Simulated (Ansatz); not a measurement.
AlN (P6_3mc) under several functionals

**The experiment to reproduce.**

A printed reference work, monograph reports, for a bulk crystal of AlN: lattice constant a 3.11197 ± 0.00002 Å.

From “Self-assembly of well-separated AlN nanowires directly on sputtered metallic TiN films”, 2019, arxiv:1910.07391, for a bulk crystal of AlN: lattice constant c 4.9808 Å.

Plane-wave DFT in Ansatz with scalar-relativistic PAW potentials. The same structure was relaxed (cell and atoms, symmetry kept) in separate runs at each level. No spin polarisation.

```tsv
level	cutoff (eV)	k mesh	V (Å³/atom)	a (Å)	c (Å)	gap (eV)	B0 (GPa)
LDA	420	12×12×6	10.211	3.089	4.943	4.42	–
PBE+D3(BJ)	420	12×12×6	10.421	3.109	4.979	4.21	–
PBEsol	420	12×12×6	10.461	3.114	4.983	4.09	–
PBE	420	12×12×6	10.645	3.130	5.018	4.03	192
```

Task: Where does r2SCAN (500 eV, k mesh 12×12×6) fall?

Result: V (Å³/atom) 10.403, a (Å) 3.107, c (Å) 4.978, gap (eV) 4.88, B0 (GPa) 210. Its volume is between those of LDA and PBE+D3(BJ). The usual order of volumes, LDA < PBEsol < PBE, holds here (10.211, 10.461, 10.645 Å³/atom). As a rule LDA overbinds; PBEsol, built on the gradient expansion of slowly varying densities, lies between LDA and PBE; PBE's stronger gradient term for exchange weakens bonds. Adding D3 to PBE changes the volume by -2.1 %; the term is attractive, so it pulls cells in. r2SCAN lies 2.3 % under PBE in volume. B0 goes from 210.0 to 192.5 GPa as the volume grows by 2.3 %; on one curve with B' = 3.8 the volume alone, B ∝ V^(−B'), would give 192.3 GPa, and the rest of the difference is the functional's own stiffness. Each gap belongs to its own cell, so it mixes the functional's effect with that of the volume; gaps are the least found on the k mesh or on a band path.

For PBE: Measured lattice constant a of AlN: 3.11197 Å (a printed reference work, monograph). This calculation gives 3.130 Å (+0.6 %). A measured lattice constant c of AlN is 4.9808 Å (quoted in “Self-assembly of well-separated AlN nanowires directly on sputtered metallic TiN films”, 2019, arxiv:1910.07391); the calculated 5.018 Å misses it by +0.7 %. The calculations are for 0 K without zero-point motion.